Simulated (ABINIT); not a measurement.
An input for ABINIT 10.8.3 (InP (F-43m)):

```
acell 3*1.0 Angstrom
rprim 
  -0.000000000000 2.934350000000 2.934350000000
  2.934350000000 -0.000000000000 2.934350000000
  2.934350000000 2.934350000000 -0.000000000000
ntypat 2
znucl 49 15
natom 2
typat 1 2
xred 
  0.000000000000 0.000000000000 0.000000000000
  0.250000000000 0.250000000000 0.250000000000
pp_dirpath "pseudos"
pseudos "In.upf, P.upf"
ecut 33
ngkpt 8 8 8
nshiftk 1
shiftk 0.11 0.21 0.31
kptopt 3
chksymbreak 0
istwfk *1
occopt 1
irdwfk 1
optdriver 99
bs_calctype 1
mbpt_sciss 0.657 eV
bs_loband 11
nband 17
bs_exchange_term 1
bs_coulomb_term 21
bs_coupling 0
bs_algorithm 2
bs_freq_mesh 0 8 0.05 eV
zcut 0.15 eV
ecuteps 3
ecutwfn 16.5
inclvkb 2
mdf_epsinf 11.34
irdden 1
bs_haydock_niter 300
bs_haydock_tol -0.02 0
indata_prefix "in"
outdata_prefix "out"
tmpdata_prefix "tmp"
```

```sh
OMP_NUM_THREADS=1 mpirun -n 4 abinit run.abi > log
```

Q: How long will it take on 4 MPI ranks of Intel Xeon Platinum 8488C (Sapphire Rapids), shared host, and how much memory?

It took 4.6 min; on shared hardware allow 2.3 min to 9.2 min. Peak host memory was 3.6 GiB.

The kernel grows as the square of the matrix size, and full diagonalisation as its cube.

[Paths, hosts, dates, memory and timing lines, banners, echoed tables and standing remarks are left out of the program output.]

[Logs are printed without paths, hosts, clocks, repeated set-up lines and the standing remarks that a program may print on its own settings, such as how far it seeks lower states.]

[Runs of the session that timed out or met a known fault of the program may be left out.]

[Hosts, paths, dates, database ids (printed as entryN), source tags and the programs' standing remarks are cut or masked in the printed files.]

[G0W0 gaps are taken among the corrected bands and points alone; a level outside them can change the order at an edge.]

[Where Ansatz stands beside ABINIT at settings called matched, ABINIT's density can come from a denser mesh and the files from another edition; pairs whose starting gaps differed by over 0.03 eV were left out, so agreement reads better than it is.]
